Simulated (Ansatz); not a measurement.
Here is an Ansatz 0.2.0 calculation.

Contents of input.yaml:

```yaml
crystal:
  lattice:
    - [2.7836650458, 0.0, 0.0]
    - [-1.3918325229, 2.4107246453, 0.0]
    - [0.0, 0.0, 4.628893]
  atoms:
    - { symbol: Pd, position: [0.3333333333, 0.6666666667, 0.25] }
    - { symbol: Pd, position: [0.6666666667, 0.3333333333, 0.75] }
hamiltonian:
  xc: rpbe
  pseudopotentials: { kind: paw }
  dispersion: d3bj
kpoints:
  mp_grid: { grid: [11, 11, 6] }
scf:
  occupations: { method: fermi_dirac, width: 0.05 }
output:
  forces: true
  stress: true
  eigenvalues: true
relax:
  f_tol: 0.01
  max_steps: 40
  cell: { stress_tol: 0.05 }
```

Potentials or basis: Ansatz PAW.

Run with:

```sh
$ ansatz run input.yaml --threads 2 --pin off --max-ram 5632MiB --backend cpu --events-out ev --progress --plain --runs-dir out
```

Task: What does it give for the space group after relaxing (to 0.05 Å)?

Result: P6_3/mmc (No. 194).

Task: Estimate the band gap on the k mesh.

Result: None (metal or under the smearing width).

Final structure:
```xyz
2
Lattice="2.6264 0.0000 0.0000 -1.3132 2.2745 0.0000 0.0000 0.0000 4.3495" Properties=species:S:1:pos:R:3 pbc="T T T"
Pd    0.0000    1.5163    1.0874
Pd    1.3132    0.7582    3.2621
```
